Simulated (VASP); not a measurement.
# Ti (P6/mmm) in VASP: further runs

One crystal, Ti, is run at these levels: PBEsol, LDA, PBE, PBE+D3(BJ); tasks: relaxation of cell and atoms.

All numbers are computed with VASP 6.6.1; they aren't measurements. Logs are shortened: lines on timing, memory, paths and dates and some standing lists are left out, and cuts for length are marked.

### 1 Starting point

It takes space group P6/mmm (No. 191, hexagonal). The conventional cell has a = 4.567 Å, b = 4.567 Å, c = 2.826 Å, α = 90.00°, β = 90.00°, γ = 120.00°. Around Ti (site symmetry 6/mmm) lie 14 Ti at 2.83 to 2.99 Å. Ti (site symmetry -6m2) has 11 Ti at 2.64 to 2.99 Å as nearest neighbours.

This isn't the form of Ti at room conditions, which is hcp.

### 2 Relaxation of cell and atoms, PBEsol

Input file INCAR:

```
SYSTEM = Ti
  ALGO = Normal
  EDIFF = 1E-7
  EDIFFG = -0.005
  ENCUT = 600
  GGA = PS
  IBRION = 2
  ISIF = 3
  ISMEAR = 0
  LASPH = .True.
  LCHARG = .False.
  LREAL = .False.
  LWAVE = .False.
  NELM = 60
  NSW = 90
  PREC = Accurate
  SIGMA = 0.1
```

Input file KPOINTS:

```
k-points
0
Gamma
  12 12 14
  0 0 0
```

Input file POSCAR:

```
Ti
1.0
    4.5673748300      0.0000000000      0.0000000000
   -2.2836874200      3.9554626300      0.0000000000
    0.0000000000      0.0000000000      2.8262442700
Ti
3
Direct
    0.0000000000      0.0000000000      0.0000000000
    0.3333333300      0.6666666700      0.5000000000
    0.6666666700      0.3333333300      0.5000000000
```

Potentials or basis: VASP PAW PBE potentials, release 64 (Ti_sv).

Launch:

```console
$ cat potpaw_PBE.64/Ti_sv/POTCAR > POTCAR
$ mpirun -np 1 vasp_std > vasp.out
```

OUTCAR:

```text
SYSTEM = Ti
   EDIFF = 1E-7
   EDIFFG = -0.005
   ENCUT = 600
   GGA = PS
   IBRION = 2
   ISIF = 3
   ISMEAR = 0
   LASPH = .True.
   LREAL = .False.
   NELM = 60
   NSW = 90
   PREC = Accurate

 ion  position               nearest neighbor table
   1  0.000  0.000  0.000-
   2  0.333  0.667  0.500-   3 2.64   3 2.64   3 2.64
   3  0.667  0.333  0.500-   2 2.64   2 2.64   2 2.64

  LATTYP: Found a hexagonal cell.
 ALAT       =     4.5673748300
 C/A-ratio  =     0.6187896495

  Lattice vectors:

 A1 = (   4.5673748300,   0.0000000000,   0.0000000000)
 A2 = (  -2.2836874200,   3.9554626300,   0.0000000000)
 A3 = (   0.0000000000,   0.0000000000,   2.8262442700)

Analysis of symmetry for initial positions (statically):
=====================================================================
 Subroutine PRICEL returns:
 Original cell was already a primitive cell.

 Routine SETGRP: Setting up the symmetry group for a
 hexagonal supercell.

 Subroutine GETGRP returns: Found 24 space group operations
 (whereof 24 operations were pure point group operations)
 out of a pool of 24 trial point group operations.

The static configuration has the point symmetry D_6h.

Analysis of symmetry for dynamics (positions and initial velocities):
=====================================================================
 Subroutine PRICEL returns:
 Original cell was already a primitive cell.

 Routine SETGRP: Setting up the symmetry group for a
 hexagonal supercell.

 Subroutine GETGRP returns: Found 24 space group operations
 (whereof 24 operations were pure point group operations)
 out of a pool of 24 trial point group operations.

The dynamic configuration has the point symmetry D_6h.

 Subroutine INISYM returns: Found 24 space group operations
 (whereof 24 operations are pure point group operations),
 and found     1 'primitive' translations

----------------------------------------------------------------------------------------

                                     Primitive cell

  volume of cell :      51.0592

  direct lattice vectors                    reciprocal lattice vectors
     4.567374830  0.000000000  0.000000000     0.218944150  0.126407464  0.000000000
    -2.283687420  3.955462630  0.000000000     0.000000000  0.252814928  0.000000000
     0.000000000  0.000000000  2.826244270     0.000000000  0.000000000  0.353826458

  length of vectors
     4.567374830  4.567374831  2.826244270     0.252814928  0.252814928  0.353826458

  position of ions in fractional coordinates (direct lattice)
     0.000000000  0.000000000  0.000000000
     0.333333330  0.666666670  0.500000000
     0.666666670  0.333333330  0.500000000

  ion indices of the primitive-cell ions
   primitive index   ion index
                 1           1
                 2           2
                 3           3

----------------------------------------------------------------------------------------

 KPOINTS: k-points

Automatic generation of k-mesh.
 Grid dimensions read from file:
 generate k-points for:   12   12   14

 Generating k-lattice:

  Cartesian coordinates                     Fractional coordinates (reciprocal lattice)
     0.018245346  0.010533955  0.000000000     0.083333333  0.000000000  0.000000000
     0.000000000  0.021067911  0.000000000     0.000000000  0.083333333  0.000000000
     0.000000000  0.000000000  0.025273318     0.000000000  0.000000000  0.071428571

  Length of vectors
     0.021067911  0.021067911  0.025273318

  Shift w.r.t. Gamma in fractional coordinates (k-lattice)
     0.000000000  0.000000000  0.000000000

 Subroutine IBZKPT returns following result:
 ===========================================

 Found    152 irreducible k-points:

 Following reciprocal coordinates:
            Coordinates               Weight
  0.000000  0.000000  0.000000      1.000000
  0.083333  0.000000  0.000000      6.000000
  0.166667  0.000000  0.000000      6.000000
  0.250000  0.000000  0.000000      6.000000
  0.333333  0.000000  0.000000      6.000000
  0.416667  0.000000  0.000000      6.000000
[... 16 lines left out ...]
  0.250000  0.000000  0.071429     12.000000
  0.333333  0.000000  0.071429     12.000000
 [... further k-points ...]
   k-points           NKPTS =    152   k-points in BZ     NKDIM =    152   number of bands    NBANDS=     22
   number of dos      NEDOS =    301   number of ions     NIONS =      3
   total plane-waves  NPLWV =  31104
   dimension x,y,z NGX =    36 NGY =   36 NGZ =   24
   dimension x,y,z NGXF=    72 NGYF=   72 NGZF=   48
   ions per type =               3
   NGX,Y,Z   is equivalent  to a cutoff of  13.10, 13.10, 14.12 a.u.
   NGXF,Y,Z  is equivalent  to a cutoff of  26.21, 26.21, 28.23 a.u.
 SYSTEM =  Ti
   PREC   = accura    normal or accurate (medium, high low for compatibility)
   ISTART =      0    job   : 0-new  1-cont  2-samecut
   ICHARG =      2    charge: 1-file 2-atom 10-const
   ISPIN  =      1    spin polarized calculation?
   LNONCOLLINEAR =      F non collinear calculations
   LSORBIT =      F    spin-orbit coupling
   LASPH  =      T    aspherical Exc in radial PAW
   ENCUT  =  600.0 eV  44.10 Ry    6.64 a.u.   9.12  9.12  5.64*2*pi/ulx,y,z
   NELM   =     60;   NELMIN=  2; NELMDL= -5     # of ELM steps
   EDIFF  = 0.1E-06   stopping-criterion for ELM
   LREAL  =      F    real-space projection
   EDIFFG = -.5E-02   stopping-criterion for IOM
   NSW    =     90    number of steps for IOM
   IBRION =      2    ionic relax: 0-MD 1-quasi-New 2-CG
   NFREE  =      1    steps in history (QN), initial steepest desc. (CG)
   ISIF   =      3    stress and relaxation
   ISYM   =      2    0-nonsym 1-usesym 2-fastsym
   POTIM  = 0.5000    time-step for ionic-motion
   TEBEG  =    0.0;   TEEND  =   0.0 temperature during run
   PSTRESS=    0.0 pullay stress
   NELECT =      36.0000    total number of electrons
   NUPDOWN=      -1.0000    fix difference up-down
   EMIN   =  10.00;   EMAX   =-10.00  energy-range for DOS
   EFERMI =   0.00;   METHOD = LEGACY
   ISMEAR =     0;   SIGMA  =   0.10  broadening in eV -4-tet -1-fermi 0-gaus
   EFERMI_NEDOS =   21; number of points for ismear=-14 and -15
   IALGO  =     38    algorithm
   IMIX   =      4    mixing-type and parameters
     AMIX     =   0.40;   BMIX     =  1.00
     AMIX_MAG =   1.60;   BMIX_MAG =  1.00
  volume/ion in A,a.u.               =      17.02       114.85
  Fermi-wavevector in a.u.,A,eV,Ry     =   1.457084  2.753489 28.886426  2.123092
  Thomas-Fermi vector in A             =   2.573926
   LORBIT       =      0    0 simple, 1 ext, 2 COOP (PROOUT), +10 PAW based schemes
   GGA     = PS    functional components
   LHFCALC =     F    Hartree Fock is set to
   AEXX    =    0.0000 exact exchange contribution
   IVDW    =     0    specifies the selected vdW correction
   LEPSILON=     F    determine dielectric tensor
   LRPA    =     F    only Hartree local field effects (RPA)
 conjugate gradient relaxation of ions
 non-spin polarized calculation
 Gauss-broadening in eV      SIGMA  =   0.10
  energy-cutoff  :      600.00
  volume of cell :       51.06
 maximum number of plane-waves:      1731
   NGX = 19   NGY = 19   NGZ = 11

--------------------------------------- Ionic step        1  -------------------------------------------

 number of electron      35.9999989 magnetization

 Free energy of the ion-electron system (eV)
  ---------------------------------------------------
  ext. energy  EPLUGINS =         0.00000000
  ---------------------------------------------------
  free energy    TOTEN  =       -25.04346596 eV

  energy without entropy =      -25.02981200  energy(sigma->0) =      -25.03663898

------------------------ aborting loop because EDIFF is reached ----------------------------------------

  FORCE on cell =-STRESS in cart. coord.  units (eV):
  Direction    XX          YY          ZZ          XY          YZ          ZX
  --------------------------------------------------------------------------------------
  -------------------------------------------------------------------------------------
  Total       -1.2607059     -1.2607059     -1.2088740      0.0000000     -0.0000000     -0.0000000
  in kB      -39.5594954    -39.5594953    -37.9330692      0.0000001     -0.0000000     -0.0000000
  external PRESSURE =     -39.0173533 kB  Pullay stress =       0.0000000 kB
[... 207 lines left out ...]
  energy  without entropy=      -25.0519275864  energy(sigma->0) =      -25.05873515

--------------------------------------- Ionic step        7  -------------------------------------------

 number of electron      36.0000008 magnetization

 Free energy of the ion-electron system (eV)
  ---------------------------------------------------
  ext. energy  EPLUGINS =         0.00000000
  ---------------------------------------------------
  free energy    TOTEN  =       -25.06554745 eV

  energy without entropy =      -25.05193139  energy(sigma->0) =      -25.05873942

 E-fermi :   8.6820     XC(G=0): -11.8999

 val. band max:        8.6749526964   @ k =   0.4167   0.0000   0.1429
 cond. band min:       8.7003411861   @ k =   0.2500   0.2500   0.3571
 fundamental gap:      0.0253884897
 Fermi energy:         8.6819818376

 k-point     1 :       0.0000    0.0000    0.0000
  band No.  band energies     occupation
      1     -47.8999      2.00000
      2     -47.6349      2.00000
      3     -47.4441      2.00000
      4     -24.3308      2.00000
      5     -24.3308      2.00000
      6     -24.2431      2.00000
[... 574 lines left out ...]
      6     -24.0643      2.00000
[... 14 lines left out ...]
     21       9.3690      0.00000
     22       9.8502      0.00000

 [... further k-points ...]

------------------------ aborting loop because EDIFF is reached ----------------------------------------

  FORCE on cell =-STRESS in cart. coord.  units (eV):
  Direction    XX          YY          ZZ          XY          YZ          ZX
  --------------------------------------------------------------------------------------
  -------------------------------------------------------------------------------------
  Total       -0.0116139     -0.0116139     -0.0142422      0.0000000      0.0000000      0.0000000
  in kB       -0.3772624     -0.3772624     -0.4626403      0.0000000      0.0000000      0.0000000
  external PRESSURE =      -0.4057217 kB  Pullay stress =       0.0000000 kB
[... 18 lines left out ...]
  FREE ENERGIE OF THE ION-ELECTRON SYSTEM (eV)
  ---------------------------------------------------
  free  energy   TOTEN  =       -25.0655474503 eV

  energy  without entropy=      -25.0519313906  energy(sigma->0) =      -25.05873942

 reached required accuracy - stopping structural energy minimisation
```

It took 5.9 min on 1 thread of Intel Xeon 6975P-C (Granite Rapids), shared host; peak memory 0.3 GiB.

Results:

* Free energy: -25.0655 eV
* Relaxed volume: 16.44 Å³/atom
* Relaxed cell: a = 4.512 Å, b = 4.512 Å, c = 2.798 Å, α = 90.00°, β = 90.00°, γ = 120.00°
* Space group after relaxing (to 0.05 Å): P6/mmm (No. 191)
* Energy gained by relaxing: 7.4 meV/atom
* Ionic steps: 7
* Pressure after relaxing: 0.0 GPa
* Band gap on the k mesh: none (metal or under the smearing width)

The path:
```csv
step,energy change (eV),largest force (eV/Å),pressure (GPa),volume (Å³)
1,0.0000,0.0000,-3.90,51.06
2,-0.0098,0.0000,3.19,48.06
3,-0.0220,0.0000,0.00,49.31
4,-0.0220,0.0000,0.07,49.27
5,-0.0221,0.0000,0.08,49.27
6,-0.0221,0.0000,0.08,49.27
7,-0.0221,0.0000,-0.04,49.32
```

Final structure:
```
Ti
1.0
     4.51158    0.00000    0.00000
    -2.25579    3.90715    0.00000
     0.00000    0.00000    2.79805
Ti
3
Direct
  0.00000 0.00000 0.00000
  0.33333 0.66667 0.50000
  0.66667 0.33333 0.50000
```

Caveat: the PAW data sets were made with another functional, which shifts forces and pressure a little.

(Continued in part 2 of 4.)
